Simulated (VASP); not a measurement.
# GaSb (F-43m) in VASP: a series of runs, part 2 of 2

VASP 6.6.1.

### 5 Single point, revPBE+D4

This run uses another cell than the first one, of 26.91 Å³/atom, 0.887 times its volume.

INCAR

```
PREC = Accurate
ENCUT = 520
EDIFF = 1E-7
ISMEAR = -1
SIGMA = 0.05
LREAL = F
LASPH = T
NELM = 80
ALGO = Normal
ISIF = 2
LWAVE = F
LCHARG = T
GGA = RE
IVDW = 13
LELF = T
LVHAR = T
NBANDS = 16
```

KPOINTS

```
regular mesh
0
Gamma
  8 8 8
```

POSCAR

```
GaSb
1.0
    0.0000000000      2.9965539066      2.9965539066
    2.9965539066      0.0000000000      2.9965539066
    2.9965539066      2.9965539066      0.0000000000
Sb Ga
1 1
Direct
    0.7500000000      0.7500000000      0.7500000000
    0.0000000000      0.0000000000      0.0000000000
```

Potentials or basis: VASP PAW PBE potentials, release 64 (Sb, Ga_d).

Launch:

```bash
$ cat potpaw_PBE.64/Sb/POTCAR potpaw_PBE.64/Ga_d/POTCAR > POTCAR
$ mpirun -np 1 vasp_std > vasp.out
```

OUTCAR:

```text
PREC = Accurate
   ENCUT = 520
   EDIFF = 1E-7
   ISMEAR = -1
   LREAL = F
   LASPH = T
   NELM = 80
   ISIF = 2
   GGA = RE
   IVDW = 13

 ion  position               nearest neighbor table
   1  0.750  0.750  0.750-   2 2.60   2 2.60   2 2.60   2 2.60
   2  0.000  0.000  0.000-   1 2.60   1 2.60   1 2.60   1 2.60

  LATTYP: Found a face centered cubic cell.
 ALAT       =     5.9931078132

  Lattice vectors:

 A1 = (   0.0000000000,   2.9965539066,   2.9965539066)
 A2 = (   2.9965539066,   0.0000000000,   2.9965539066)
 A3 = (   2.9965539066,   2.9965539066,   0.0000000000)

Analysis of symmetry for initial positions (statically):
=====================================================================
 Subroutine PRICEL returns:
 Original cell was already a primitive cell.

 Routine SETGRP: Setting up the symmetry group for a
 face centered cubic supercell.

 Subroutine GETGRP returns: Found 24 space group operations
 (whereof 24 operations were pure point group operations)
 out of a pool of 48 trial point group operations.

The static configuration has the point symmetry T_d .

Analysis of symmetry for dynamics (positions and initial velocities):
=====================================================================
 Subroutine PRICEL returns:
 Original cell was already a primitive cell.

 Routine SETGRP: Setting up the symmetry group for a
 face centered cubic supercell.

 Subroutine GETGRP returns: Found 24 space group operations
 (whereof 24 operations were pure point group operations)
 out of a pool of 48 trial point group operations.

The dynamic configuration has the point symmetry T_d .

 Subroutine INISYM returns: Found 24 space group operations
 (whereof 24 operations are pure point group operations),
 and found     1 'primitive' translations

----------------------------------------------------------------------------------------

                                     Primitive cell

  volume of cell :      53.8141

  direct lattice vectors                    reciprocal lattice vectors
     0.000000000  2.996553907  2.996553907    -0.166858336  0.166858336  0.166858336
     2.996553907  0.000000000  2.996553907     0.166858336 -0.166858336  0.166858336
     2.996553907  2.996553907  0.000000000     0.166858336  0.166858336 -0.166858336

  length of vectors
     4.237767175  4.237767175  4.237767175     0.289007116  0.289007116  0.289007116

  position of ions in fractional coordinates (direct lattice)
     0.750000000  0.750000000  0.750000000
     0.000000000  0.000000000  0.000000000

  ion indices of the primitive-cell ions
   primitive index   ion index
                 1           1
                 2           2

----------------------------------------------------------------------------------------

 KPOINTS: regular mesh

Automatic generation of k-mesh.
 Grid dimensions read from file:
 generate k-points for:    8    8    8

 Generating k-lattice:

  Cartesian coordinates                     Fractional coordinates (reciprocal lattice)
    -0.020857292  0.020857292  0.020857292     0.125000000  0.000000000  0.000000000
     0.020857292 -0.020857292  0.020857292     0.000000000  0.125000000  0.000000000
     0.020857292  0.020857292 -0.020857292     0.000000000  0.000000000  0.125000000

  Length of vectors
     0.036125890  0.036125890  0.036125890

  Shift w.r.t. Gamma in fractional coordinates (k-lattice)
     0.000000000  0.000000000  0.000000000

 Subroutine IBZKPT returns following result:
 ===========================================

 Found     29 irreducible k-points:

 Following reciprocal coordinates:
            Coordinates               Weight
  0.000000  0.000000  0.000000      1.000000
  0.125000  0.000000  0.000000      8.000000
  0.250000  0.000000  0.000000      8.000000
  0.375000  0.000000  0.000000      8.000000
  0.500000  0.000000  0.000000      4.000000
  0.125000  0.125000  0.000000      6.000000
[... 16 lines left out ...]
  0.500000  0.250000  0.125000     48.000000
 -0.375000  0.250000  0.125000     24.000000
 [... further k-points ...]
   k-points           NKPTS =     29   k-points in BZ     NKDIM =     29   number of bands    NBANDS=     16
   number of dos      NEDOS =    301   number of ions     NIONS =      2
   total plane-waves  NPLWV =  32768
   dimension x,y,z NGX =    32 NGY =   32 NGZ =   32
   dimension x,y,z NGXF=    64 NGYF=   64 NGZF=   64
   ions per type =               1   1
   NGX,Y,Z   is equivalent  to a cutoff of  12.55, 12.55, 12.55 a.u.
   NGXF,Y,Z  is equivalent  to a cutoff of  25.11, 25.11, 25.11 a.u.
 SYSTEM =  unknown system
   PREC   = accura    normal or accurate (medium, high low for compatibility)
   ISTART =      0    job   : 0-new  1-cont  2-samecut
   ICHARG =      2    charge: 1-file 2-atom 10-const
   ISPIN  =      1    spin polarized calculation?
   LNONCOLLINEAR =      F non collinear calculations
   LSORBIT =      F    spin-orbit coupling
   LASPH  =      T    aspherical Exc in radial PAW
   ENCUT  =  520.0 eV  38.22 Ry    6.18 a.u.   7.88  7.88  7.88*2*pi/ulx,y,z
   NELM   =     80;   NELMIN=  2; NELMDL= -5     # of ELM steps
   EDIFF  = 0.1E-06   stopping-criterion for ELM
   LREAL  =      F    real-space projection
   EDIFFG = 0.1E-05   stopping-criterion for IOM
   NSW    =      0    number of steps for IOM
   IBRION =     -1    ionic relax: 0-MD 1-quasi-New 2-CG
   NFREE  =      0    steps in history (QN), initial steepest desc. (CG)
   ISIF   =      2    stress and relaxation
   ISYM   =      2    0-nonsym 1-usesym 2-fastsym
   POTIM  = 0.5000    time-step for ionic-motion
   TEBEG  =    0.0;   TEEND  =   0.0 temperature during run
   PSTRESS=    0.0 pullay stress
   NELECT =      18.0000    total number of electrons
   NUPDOWN=      -1.0000    fix difference up-down
   EMIN   =  10.00;   EMAX   =-10.00  energy-range for DOS
   EFERMI =   0.00;   METHOD = LEGACY
   ISMEAR =    -1;   SIGMA  =   0.05  broadening in eV -4-tet -1-fermi 0-gaus
   EFERMI_NEDOS =   21; number of points for ismear=-14 and -15
   IALGO  =     38    algorithm
   IMIX   =      4    mixing-type and parameters
     AMIX     =   0.40;   BMIX     =  1.00
     AMIX_MAG =   1.60;   BMIX_MAG =  1.00
  volume/ion in A,a.u.               =      26.91       181.58
  Fermi-wavevector in a.u.,A,eV,Ry     =   1.136406  2.147496 17.570821  1.291419
  Thomas-Fermi vector in A             =   2.273111
   LORBIT       =      0    0 simple, 1 ext, 2 COOP (PROOUT), +10 PAW based schemes
   GGA     = RE    functional components
   LHFCALC =     F    Hartree Fock is set to
   AEXX    =    0.0000 exact exchange contribution
   IVDW    =    13    specifies the selected vdW correction
   LEPSILON=     F    determine dielectric tensor
   LRPA    =     F    only Hartree local field effects (RPA)
 non-spin polarized calculation
  energy-cutoff  :      520.00
  volume of cell :       53.81
 maximum number of plane-waves:      1472
   NGX = 15   NGY = 15   NGZ = 15

 number of electron      18.0000008 magnetization

 Free energy of the ion-electron system (eV)
  ---------------------------------------------------
  ext. energy  EPLUGINS =         0.00000000
  ---------------------------------------------------
  free energy    TOTEN  =        -6.64112526 eV

  energy without entropy =       -6.64109143  energy(sigma->0) =       -6.64110835

 E-fermi :   5.8812     XC(G=0):  -9.2478

 val. band max:        5.6051701201   @ k =   0.0000   0.0000   0.0000
 cond. band min:       6.1643582492   @ k =   0.0000   0.0000   0.0000
 fundamental gap:      0.5591881291
 Fermi energy:         5.8812008050

 k-point     1 :       0.0000    0.0000    0.0000
  band No.  band energies     occupation
      1      -9.5679      2.00000
      2      -9.5679      2.00000
      3      -9.5679      2.00000
      4      -9.5080      2.00000
      5      -9.5080      2.00000
      6      -6.2967      2.00000
[... 8 lines left out ...]
     15      14.2899      0.00000
     16      14.2899      0.00000
[... 419 lines left out ...]
 k-point    24 :      -0.3750    0.2500    0.1250
  band No.  band energies     occupation
      1      -9.6093      2.00000
      2      -9.5508      2.00000
      3      -9.5471      2.00000
      4      -9.5120      2.00000
      5      -9.5080      2.00000
      6      -4.1231      2.00000
[... 8 lines left out ...]
     15      15.4299      0.00000
     16      16.0793      0.00000

 [... further k-points ...]

------------------------ aborting loop because EDIFF is reached ----------------------------------------

  DFT-D4 for vdW energy calculation

  Edisp (eV):   -1.41534

  FORCE on cell =-STRESS in cart. coord.  units (eV):
  Direction    XX          YY          ZZ          XY          YZ          ZX
  --------------------------------------------------------------------------------------
  -------------------------------------------------------------------------------------
  Total       1.02478     1.02478     1.02478     0.00000     0.00000     0.00000
  in kB      30.51017    30.51017    30.51017     0.00000     0.00000     0.00000
  external pressure =       30.51 kB  Pullay stress =        0.00 kB

 VOLUME and BASIS-vectors are now :
 -----------------------------------------------------------------------------
  energy-cutoff  :      520.00
  volume of cell :       53.81
      direct lattice vectors                 reciprocal lattice vectors
     0.000000000  2.996553907  2.996553907    -0.166858336  0.166858336  0.166858336
     2.996553907  0.000000000  2.996553907     0.166858336 -0.166858336  0.166858336
     2.996553907  2.996553907  0.000000000     0.166858336  0.166858336 -0.166858336

 POSITION                                       TOTAL-FORCE (eV/Angst)
 -----------------------------------------------------------------------------------
      4.49483      4.49483      4.49483         0.000000      0.000000      0.000000
      0.00000      0.00000      0.00000        -0.000000     -0.000000     -0.000000
 -----------------------------------------------------------------------------------
    total drift:                               -0.000002     -0.000002     -0.000002

  FREE ENERGIE OF THE ION-ELECTRON SYSTEM (eV)
  ---------------------------------------------------
  free  energy   TOTEN  =        -8.0564673544 eV

  energy  without entropy=       -8.0564335278  energy(sigma->0) =       -8.05645044
```

stdout:

```text
POSCAR found type information on POSCAR SbGa
 POSCAR found :  2 types and       2 ions
 scaLAPACK will be used
 -----------------------------------------------------------------------------
|                                                                             |
|                                                                             |
|     You enforced a specific xc type in the INCAR file but a different       |
|     I HOPE YOU KNOW WHAT YOU ARE DOING!                                     |
|                                                                             |
 -----------------------------------------------------------------------------

 LDA part: xc-table for (Slater+PW92), standard interpolation
 POSCAR, INCAR and KPOINTS ok, starting setup
 FFT: planning ... GRIDC
 FFT: planning ... GRID_SOFT
 FFT: planning ... GRID
 WAVECAR not read
 entering main loop
```

Wall time 20 s (1 thread of Intel Xeon Platinum 8259CL at 2.50GHz (Skylake/Cascade Lake), shared host); peak memory 0.18 GiB.

Results:

- Free energy: -8.0565 eV
- Pressure: 3.1 GPa
- Band gap on the k mesh: 0.56 eV, direct
- Dispersion energy per atom: -0.708 eV

Levels at points of the mesh, in eV from the valence-band top:
| k point | band 7 | band 8 | band 9 | band 10 | band 11 | band 12 |
| --- | --- | --- | --- | --- | --- | --- |
| (0.00, 0.00, 0.00) | 0.00 | 0.00 | 0.00 | 0.56 | 2.76 | 2.76 |
| (0.50, 0.00, 0.00) | -6.66 | -1.26 | -1.26 | 0.59 | 3.75 | 3.75 |
| (0.50, 0.50, 0.00) | -7.09 | -2.79 | -2.79 | 0.88 | 1.19 | 9.12 |

Caveat: the PAW data sets were made with another functional, which shifts forces and pressure a little; spin-orbit coupling is left out, which moves the levels of the heavy elements. A k mesh can miss the band edges.

### 6 Summary

```tsv
level	cell	k mesh	gap on the mesh (eV)	pressure (GPa)
PBEsol	a = 4.411 Å, angles 60.0°, 2 atoms	8 × 8 × 8	none	-2.7
PBE	a = 4.326 Å, angles 60.0°, 2 atoms	3 × 3 × 3	-	4.3
RPBE+D3(BJ)	a = 4.238 Å, angles 60.0°, 2 atoms	8 × 8 × 8	0.58	-2.7
revPBE+D4	a = 4.238 Å, angles 60.0°, 2 atoms	8 × 8 × 8	0.56	3.1
```

Alike in all rows: task single point; potentials or basis VASP PAW PBE potentials, release 64 (Sb, Ga_d); no spin polarisation; cutoff (eV) 520; smearing fermi-dirac 0.05 eV.

Caveats: some runs use coarse meshes; spin-orbit coupling is left out, which moves the levels of the heavy elements; the PAW data sets were made with another functional, which shifts forces and pressure a little (some runs).

Absolute energies hang on the potentials; compare differences alone.

### 7 Against experiment

Step 4. Against the measured gap of GaSb, 0.811 eV (direct; 4.2 K; a printed reference work, data compilation), the calculated 0.58 eV is off by -0.23 eV. Spin-orbit coupling on Ga, Sb is left out. The value is that of RPBE+D3(BJ) on a finite k mesh, which can miss the band edges, without temperature or zero-point motion. Semilocal functionals fall short of measured gaps as a rule.
